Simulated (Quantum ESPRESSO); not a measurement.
# MnS (Rambergite): parallel and opposed starts, part 2 of 3

Aim: find out which collinear order of MnS (Rambergite) costs least.

Quantum ESPRESSO 7.5; PBE with U = 4 eV on Mn d (ortho-atomic projectors); plane waves with GBRV 1.5 PBE potentials, no spin-orbit coupling.

So far, largest spin moment in the atom's sphere (μB): step 2 (run 1, typed as ferro ++) 4.36.

The database entry behind the starting cell differs from later determinations by our own check (about 0.3 % short against later determinations), so it need not match the best structure at ambient conditions.

### Step 3. Run 2 (antiferro +−)

pw.in reads:

```
&CONTROL
  calculation = 'scf'
  prefix = 'pwscf'
  outdir = './tmp'
  pseudo_dir = './pseudo'
  disk_io = 'nowf'
/
&SYSTEM
  ibrav = 0
  celldm(1) = 8
  nat = 4
  ntyp = 3
  ecutwfc = 40
  ecutrho = 280
  nbnd = 30
  occupations = 'smearing'
  smearing = 'fd'
  degauss = 0.00367493
  nspin = 2
  starting_magnetization(1) = 0.3
  starting_magnetization(2) = -0.3
  starting_magnetization(3) = 0
/
&ELECTRONS
  conv_thr = 8d-09
  electron_maxstep = 150
  mixing_beta = 0.3
/
ATOMIC_SPECIES
Mn1    54.9380 mn_pbe_v1.5.uspp.F.UPF
Mn2    54.9380 mn_pbe_v1.5.uspp.F.UPF
S      32.0600 s_pbe_v1.4.uspp.F.UPF
CELL_PARAMETERS alat
   0.9391938839390    0.0000000000000    0.0000000000000
  -0.4695969419695    0.8133657625591    0.0000000000000
   0.0000000000000    0.0000000000000    1.5193398041991
ATOMIC_POSITIONS crystal
Mn1     0.3333333333    0.6666666667    0.0000000000
Mn2     0.6666666667    0.3333333333    0.5000000000
S       0.3333333333    0.6666666667    0.3850000000
S       0.6666666667    0.3333333333    0.8850000000
K_POINTS automatic
8 8 4 0 0 0
HUBBARD {ortho-atomic}
U Mn1-3d 4.0000
U Mn2-3d 4.0000
```

Command:

```bash
$ OMP_NUM_THREADS=1 mpirun -n 4 pw.x -nk 4 -in pw.in > pw.out
```

The program printed:

```text
[banner, memory and clock lines left out]
Program PWSCF v.7.5 starts

     Message from routine setup:
     using ibrav=0 with symmetry is DISCOURAGED, use correct ibrav instead

     bravais-lattice index     =            0
     lattice parameter (alat)  =       8.0000  a.u.
     unit-cell volume          =     594.2457 (a.u.)^3
     number of atoms/cell      =            4
     number of atomic types    =            3
     number of electrons       =        42.00
     number of Kohn-Sham states=           30
     kinetic-energy cutoff     =      40.0000  Ry
     charge density cutoff     =     280.0000  Ry
     scf convergence threshold =      8.0E-09
     mixing beta               =       0.3000
     number of iterations used =            8  plain     mixing
     Exchange-correlation=  SLA  PW   PBX  PBC
                           (   1   4   3   4   0   0   0)
     Hubbard projectors: ortho-atomic
     Hubbard parameters of DFT+U (Dudarev formulation) in eV:
     U(Mn1-3d) =  4.0000
     U(Mn2-3d) =  4.0000

     Internal variables: lda_plus_u =T, lda_plus_u_kind = 0

     Internal variables: orbital_resolved =F, hub_pot_fix =F, apply_U = F

     celldm(1)=   8.000000  celldm(2)=   0.000000  celldm(3)=   0.000000
     celldm(4)=   0.000000  celldm(5)=   0.000000  celldm(6)=   0.000000

     crystal axes: (cart. coord. in units of alat)
               a(1) = (   0.939194   0.000000   0.000000 )
               a(2) = (  -0.469597   0.813366   0.000000 )
               a(3) = (   0.000000   0.000000   1.519340 )

     reciprocal axes: (cart. coord. in units 2 pi/alat)
               b(1) = (  1.064743  0.614730 -0.000000 )
               b(2) = (  0.000000  1.229459  0.000000 )
               b(3) = (  0.000000 -0.000000  0.658181 )

     PseudoPot. # 1 for Mn read from file:
     mn_pbe_v1.5.uspp.F.UPF
     Pseudo is Ultrasoft + core correction, Zval = 15.0

     PseudoPot. # 2 for Mn read from file:
     mn_pbe_v1.5.uspp.F.UPF
     Pseudo is Ultrasoft + core correction, Zval = 15.0

     PseudoPot. # 3 for S  read from file:
     s_pbe_v1.4.uspp.F.UPF
     Pseudo is Ultrasoft + core correction, Zval =  6.0

     atomic species   valence    mass     pseudopotential
     Mn1              15.00    54.93800     Mn( 1.00)
     Mn2              15.00    54.93800     Mn( 1.00)
     S                 6.00    32.06000     S ( 1.00)

     Starting magnetic structure
     atomic species   magnetization
     Mn1             0.300
     Mn2            -0.300
     S               0.000

      6 Sym. Ops. (no inversion) found

   Cartesian axes

     site n.     atom                  positions (alat units)
         1        Mn1    tau(   1) = (  -0.0000000   0.5422438   0.0000000  )
         2        Mn2    tau(   2) = (   0.4695969   0.2711219   0.7596699  )
         3        S      tau(   3) = (  -0.0000000   0.5422438   0.5849458  )
         4        S      tau(   4) = (   0.4695969   0.2711219   1.3446157  )

     number of k points=    35  Fermi-Dirac smearing, width (Ry)=  0.0037
                       cart. coord. in units 2pi/alat
        k(    1) = (   0.0000000   0.0000000   0.0000000), wk =   0.0039062
        k(    2) = (   0.0000000   0.0000000   0.1645452), wk =   0.0078125
        k(    3) = (   0.0000000   0.0000000  -0.3290903), wk =   0.0039062
        k(    4) = (   0.0000000   0.1536824   0.0000000), wk =   0.0234375
        k(    5) = (   0.0000000   0.1536824   0.1645452), wk =   0.0234375
        [... 30 further k-points ...]

     Dense  grid:    46931 G-vectors     FFT dimensions: (  45,  45,  72)

     Smooth grid:    20269 G-vectors     FFT dimensions: (  32,  32,  50)

     Check: negative core charge=   -0.000033
     Generating pointlists ...
     new r_m :   0.2350 (alat units)  1.8800 (a.u.) for type    1
     new r_m :   0.2350 (alat units)  1.8800 (a.u.) for type    2
     new r_m :   0.2350 (alat units)  1.8800 (a.u.) for type    3

     Initial potential from superposition of free atoms

     starting charge      40.9998, renormalised to      42.0000

     STARTING HUBBARD OCCUPATIONS:

     =================== HUBBARD OCCUPATIONS ===================
     ------------------------ ATOM    1 ------------------------
     Tr[ns(  1)] (up, down, total) =   5.00000  0.00000  5.00000
     Atomic magnetic moment for atom   1 =   5.00000
     [... lines left out ...]
     ------------------------ ATOM    2 ------------------------
     Tr[ns(  2)] (up, down, total) =   0.00000  5.00000  5.00000
     Atomic magnetic moment for atom   2 =  -5.00000
     [... lines left out ...]
     Number of occupied Hubbard levels =   10.0000

     Atomic wfc used for Hubbard projectors are orthogonalized

     Starting wfcs are   34 randomized atomic wfcs

     Self-consistent Calculation

     iteration #  1     ecut=    40.00 Ry     beta= 0.30
     Davidson diagonalization with overlap
     ethr =  1.00E-02,  avg # of iterations =  4.2

     =================== HUBBARD OCCUPATIONS ===================
     ------------------------ ATOM    1 ------------------------
     Tr[ns(  1)] (up, down, total) =   4.82915  0.15699  4.98613
     Atomic magnetic moment for atom   1 =   4.67216
     [... lines left out ...]
     ------------------------ ATOM    2 ------------------------
     Tr[ns(  2)] (up, down, total) =   0.15697  4.82921  4.98618
     Atomic magnetic moment for atom   2 =  -4.67224
     [... lines left out ...]
     Number of occupied Hubbard levels =    9.9723

     total energy              =    -470.47199013 Ry
     estimated scf accuracy    <       1.00695157 Ry

     total magnetization       =     0.00 Bohr mag/cell
     absolute magnetization    =     9.68 Bohr mag/cell

     iteration #  2     ecut=    40.00 Ry     beta= 0.30
     Davidson diagonalization with overlap
     ethr =  2.40E-03,  avg # of iterations =  2.0

     total energy              =    -470.64097844 Ry
     estimated scf accuracy    <       0.05577190 Ry

     total magnetization       =     0.00 Bohr mag/cell
     absolute magnetization    =     9.74 Bohr mag/cell

     [... further iterations left out ...]

     iteration # 13     ecut=    40.00 Ry     beta= 0.30
     Davidson diagonalization with overlap
     ethr =  7.72E-11,  avg # of iterations =  4.6

     negative rho (up, down):  5.125E-04 5.125E-04

     total energy              =    -470.66587970 Ry
     estimated scf accuracy    <       0.00000001 Ry

     total magnetization       =     0.00 Bohr mag/cell
     absolute magnetization    =     9.75 Bohr mag/cell

     iteration # 14     ecut=    40.00 Ry     beta= 0.30
     Davidson diagonalization with overlap
     ethr =  2.54E-11,  avg # of iterations =  2.3

     negative rho (up, down):  5.124E-04 5.124E-04

     Magnetic moment per site  (integrated on atomic sphere of radius R)
     atom   1 (R=0.235)  charge= 12.8853  magn=  4.3132
     atom   2 (R=0.235)  charge= 12.8853  magn= -4.3132
     atom   3 (R=0.235)  charge=  4.2107  magn= -0.0179
     atom   4 (R=0.235)  charge=  4.2107  magn=  0.0179

     End of self-consistent calculation

     =================== HUBBARD OCCUPATIONS ===================
     ------------------------ ATOM    1 ------------------------
     Tr[ns(  1)] (up, down, total) =   4.95250  0.28834  5.24084
     Atomic magnetic moment for atom   1 =   4.66416
     [... lines left out ...]
     ------------------------ ATOM    2 ------------------------
     Tr[ns(  2)] (up, down, total) =   0.28834  4.95250  5.24084
     Atomic magnetic moment for atom   2 =  -4.66416
     [... lines left out ...]
     Number of occupied Hubbard levels =   10.4817

     [... lines left out ...]
     the Fermi energy is     7.8481 ev

!    total energy              =    -470.66587971 Ry
     estimated scf accuracy    <          5.1E-10 Ry
     smearing contrib. (-TS)   =      -0.00000000 Ry
     internal energy E=F+TS    =    -470.66587971 Ry

     The total energy is F=E-TS. E is the sum of the following terms:
     one-electron contribution =    -316.60918869 Ry
     hartree contribution      =     169.15999632 Ry
     xc contribution           =     -70.43527818 Ry
     ewald contribution        =    -252.87415758 Ry
     Hubbard energy            =       0.09274842 Ry

     total magnetization       =    -0.00 Bohr mag/cell
     absolute magnetization    =     9.75 Bohr mag/cell

     convergence has been achieved in  14 iterations
```

Run time: 32 s. Hardware: 4 MPI ranks of Intel Xeon Platinum 8488C (Sapphire Rapids), shared host; peak memory 0.62 GiB; 2.1 min of CPU time.

Spin moment in the atom's sphere by atom:

```tsv
atom	spin moment in the atom's sphere (μB)
Mn1	4.31
Mn2	-4.31
S3	-0.02
S4	0.02
```

This step gave:

| Quantity | Value |
| --- | --- |
| smearing term TS | 1.33e-11 eV |
| magnetization | 0 μB |
| absolute magnetization | 9.755 μB |
| final state | antiferromagnetic |

Spin density in the ac plane at fractional y = 0.333, with atoms of Mn and S within 0.2 Å of it.

Ten even steps from '_' (-6.8 e/Å³) to '@' (0.1 e/Å³), each cell a mean:
```
@@@@@@@@@@@@@@@@@@@@@@@@@@@@
@@@@@@@@@@@@@@@@@@@@@@@@@@@@
@@@@@@@@@@@@@@@@@@@@@@@@@@@@
@@@@@@@@@@@@@@@@@@@@@@@@@@@@
@@@@@@@@@@@@@@@@@@@@@@@@@@@@
@@@@@@@@@@@@@@@@@@@@@@@@@@@@
@@@@@@@@@@@@@@@@@@@@@@@@@@@@
@@@@@@@@@@@@@@@@@@@@@@@@@@@@
@@@@@@@@@@@@@@@@%%%%%%@@@@@@
@@@@@@@@@@@@@@%%++--++%%@@@@
@@@@@@@@@@@@@@##::__::##@@@@
@@@@@@@@@@@@@@%%==..==%%@@@@
@@@@@@@@@@@@@@@@##**##@@@@@@
@@@@@@@@@@@@@@@@@@@@@@@@@@@@
@@@@@@@@@@@@@@@@@@@@@@@@@@@@
@@@@@@@@@@@@@@@@@@@@@@@@@@@@
@@@@@@@@@@@@@@@@@@@@@@@@@@@@
@@@@@@@@@@@@@@@@@@@@@@@@@@@@
@@@@@@@@@@@@@@@@@@@@@@@@@@@@
@@@@@@@@@@@@@@@@@@@@@@@@@@@@
@@@@@@@@@@@@@@@@@@@@@@@@@@@@
@@@@@@@@@@@@@@@@@@@@@@@@@@@@
```
Columns run along a (4.0 Å), rows up along c (6.4 Å). Atoms in or near the plane, at fractional coordinates: Mn at (0.67, 0.50), S at (0.67, 0.88).

Valence density in the ac plane at fractional y = 0.333, with atoms of Mn and S within 0.2 Å of it. It is the smooth field of the valence electrons, not physical close to the nuclei.

Ten steps, logarithmic in the rise over the least value, from '0' (0 e/Å³) to '9' (17 e/Å³), each cell a mean:
```
11111234434432
11011234333432
10001234343432
10001234334432
00000123444321
00000112333210
00000011222110
00000011232110
00000013565310
00000126898621
11111137999731
11111136999631
12221124787421
12221112343211
11111101111101
11111000000000
00000000000000
00000000000000
00000000000000
00000000111000
00000111222111
11111123333321
```
Columns run along a (4.0 Å), rows up along c (6.4 Å). Atoms in or near the plane, at fractional coordinates: Mn at (0.67, 0.50), S at (0.67, 0.88).

### Step 4. Start 3: antiferro q=(0,1/2,0) +−−+

This order needs a doubled cell of 8 atoms. The wavevector q is in fractions of the reciprocal vectors of the crystal's primitive cell, as the cells of these inputs are built from it; moments change sign between cells as cos(2π q·R).

pw.in reads:

```
&CONTROL
  calculation = 'scf'
  prefix = 'pwscf'
  outdir = './tmp'
  pseudo_dir = './pseudo'
  disk_io = 'nowf'
/
&SYSTEM
  ibrav = 0
  celldm(1) = 8
  nat = 8
  ntyp = 3
  ecutwfc = 40
  ecutrho = 280
  nbnd = 55
  occupations = 'smearing'
  smearing = 'fd'
  degauss = 0.00367493
  nspin = 2
  starting_magnetization(1) = 0.3
  starting_magnetization(2) = -0.3
  starting_magnetization(3) = 0
/
&ELECTRONS
  conv_thr = 1.6d-08
  electron_maxstep = 150
  mixing_beta = 0.3
/
ATOMIC_SPECIES
Mn1    54.9380 mn_pbe_v1.5.uspp.F.UPF
Mn2    54.9380 mn_pbe_v1.5.uspp.F.UPF
S      32.0600 s_pbe_v1.4.uspp.F.UPF
CELL_PARAMETERS alat
   0.9391938839390    0.0000000000000    0.0000000000000
  -0.9391938839390    1.6267315251181    0.0000000000000
   0.0000000000000    0.0000000000000    1.5193398041991
ATOMIC_POSITIONS crystal
Mn1     0.3333333333    0.3333333334    0.0000000000
Mn2     0.3333333333    0.8333333333    0.0000000000
Mn2     0.6666666667    0.1666666666    0.5000000000
Mn1     0.6666666667    0.6666666666    0.5000000000
S       0.3333333333    0.3333333334    0.3850000000
S       0.3333333333    0.8333333333    0.3850000000
S       0.6666666667    0.1666666666    0.8850000000
S       0.6666666667    0.6666666666    0.8850000000
K_POINTS automatic
8 4 4 0 0 0
HUBBARD {ortho-atomic}
U Mn1-3d 4.0000
U Mn2-3d 4.0000
```

The program printed:

```text
     [... lines left out ...]
Program PWSCF v.7.5 starts
     [... lines left out ...]
     number of atoms/cell      =            8
     [... lines left out ...]
     number of electrons       =        84.00
     number of Kohn-Sham states=           55
     kinetic-energy cutoff     =      40.0000  Ry
     charge density cutoff     =     280.0000  Ry
     scf convergence threshold =      1.6E-08
     [... lines left out ...]
      4 Sym. Ops. (no inversion) found ( 2 have fractional translation)
     [... lines left out ...]
     number of k points=    39  Fermi-Dirac smearing, width (Ry)=  0.0037
     [... lines left out ...]
     iteration # 14     ecut=    40.00 Ry     beta= 0.30
     [... lines left out ...]
     Magnetic moment per site  (integrated on atomic sphere of radius R)
     atom   1 (R=0.235)  charge= 12.8872  magn=  4.2898
     atom   2 (R=0.235)  charge= 12.8873  magn= -4.2899
     atom   3 (R=0.235)  charge= 12.8873  magn= -4.2899
     atom   4 (R=0.235)  charge= 12.8872  magn=  4.2898
     atom   5 (R=0.235)  charge=  4.2078  magn=  0.0002
     atom   6 (R=0.235)  charge=  4.2077  magn= -0.0002
     atom   7 (R=0.235)  charge=  4.2077  magn= -0.0002
     atom   8 (R=0.235)  charge=  4.2078  magn=  0.0002
     [... lines left out ...]
     Tr[ns(  1)] (up, down, total) =   4.94913  0.30393  5.25307
     [... lines left out ...]
     Tr[ns(  2)] (up, down, total) =   0.30393  4.94913  5.25306
     [... lines left out ...]
     Tr[ns(  3)] (up, down, total) =   0.30393  4.94913  5.25306
     [... lines left out ...]
     Tr[ns(  4)] (up, down, total) =   4.94913  0.30393  5.25307
     [... lines left out ...]
     the Fermi energy is     7.5945 ev
!    total energy              =    -941.34187563 Ry
     estimated scf accuracy    <          7.1E-09 Ry
     smearing contrib. (-TS)   =      -0.00000000 Ry
     [... lines left out ...]
     total magnetization       =     0.00 Bohr mag/cell
     absolute magnetization    =    19.35 Bohr mag/cell
     convergence has been achieved in  14 iterations
```

Elapsed: 2.8 min, on 4 MPI ranks; peak memory 1.2 GiB; 11 min of CPU time.

Spin moment in the atom's sphere by atom:

```tsv
atom	spin moment in the atom's sphere (μB)
Mn1	4.29
Mn2	-4.29
Mn3	-4.29
Mn4	4.29
S5	0.00
S6	0.00
S7	0.00
S8	0.00
```

Numbers from this step:

| Property | Result |
| --- | --- |
| smearing term TS | 7.27e-14 eV |
| magnetization | 0 μB |
| absolute magnetization | 19.35 μB |
| final state | antiferromagnetic |

### Step 5. Run 4 (antiferro q=(0,1/2,0) +−+−)

This order needs a doubled cell of 8 atoms.

pw.in, as its differences from that of step 4:

```diff
@@ -39,4 +39,4 @@
 Mn2     0.3333333333    0.8333333333    0.0000000000
-Mn2     0.6666666667    0.1666666666    0.5000000000
-Mn1     0.6666666667    0.6666666666    0.5000000000
+Mn1     0.6666666667    0.1666666666    0.5000000000
+Mn2     0.6666666667    0.6666666666    0.5000000000
 S       0.3333333333    0.3333333334    0.3850000000
```

The program printed:

```text
     [... lines left out ...]
Program PWSCF v.7.5 starts
     [... lines left out ...]
     number of atoms/cell      =            8
     [... lines left out ...]
     number of electrons       =        84.00
     number of Kohn-Sham states=           55
     kinetic-energy cutoff     =      40.0000  Ry
     charge density cutoff     =     280.0000  Ry
     scf convergence threshold =      1.6E-08
     [... lines left out ...]
      4 Sym. Ops. (no inversion) found ( 2 have fractional translation)
     [... lines left out ...]
     number of k points=    39  Fermi-Dirac smearing, width (Ry)=  0.0037
     [... lines left out ...]
     iteration # 12     ecut=    40.00 Ry     beta= 0.30
     [... lines left out ...]
     Magnetic moment per site  (integrated on atomic sphere of radius R)
     atom   1 (R=0.235)  charge= 12.8860  magn=  4.3033
     atom   2 (R=0.235)  charge= 12.8860  magn= -4.3033
     atom   3 (R=0.235)  charge= 12.8860  magn=  4.3033
     atom   4 (R=0.235)  charge= 12.8860  magn= -4.3033
     atom   5 (R=0.235)  charge=  4.2093  magn=  0.0202
     atom   6 (R=0.235)  charge=  4.2093  magn= -0.0202
     atom   7 (R=0.235)  charge=  4.2093  magn=  0.0202
     atom   8 (R=0.235)  charge=  4.2093  magn= -0.0202
     [... lines left out ...]
     Tr[ns(  1)] (up, down, total) =   4.95095  0.29523  5.24618
     [... lines left out ...]
     Tr[ns(  2)] (up, down, total) =   0.29524  4.95095  5.24618
     [... lines left out ...]
     Tr[ns(  3)] (up, down, total) =   4.95095  0.29523  5.24618
     [... lines left out ...]
     Tr[ns(  4)] (up, down, total) =   0.29524  4.95095  5.24618
     [... lines left out ...]
     the Fermi energy is     7.7672 ev
!    total energy              =    -941.33640908 Ry
     estimated scf accuracy    <       0.00000002 Ry
     smearing contrib. (-TS)   =      -0.00000000 Ry
     [... lines left out ...]
     total magnetization       =     0.00 Bohr mag/cell
     absolute magnetization    =    19.43 Bohr mag/cell
     convergence has been achieved in  12 iterations
```

It took 2.1 min on 4 MPI ranks; peak memory 1.2 GiB; 8.3 min of CPU time.

Numbers from this step:

* smearing term TS: 2.56e-12 eV
* magnetization: 0 μB
* absolute magnetization: 19.43 μB
* final state: antiferromagnetic
* largest moment: 4.303 μB

[end of part 2 of 3]

[Logs and program files are shortened in this print: banners, set-up blocks, solver, clock and traceback lines can be left out without a mark of their own.]

[Logs are printed without paths, hosts, clocks, repeated set-up lines and the standing remarks that a program may print on its own settings, such as how far it seeks lower states.]

[Hosts, paths, dates, database ids (printed as entryN), source tags and the programs' standing remarks are cut or masked in the printed files.]

[Where a cell is said to come from a database of computed structures, the database is the Materials Project.]
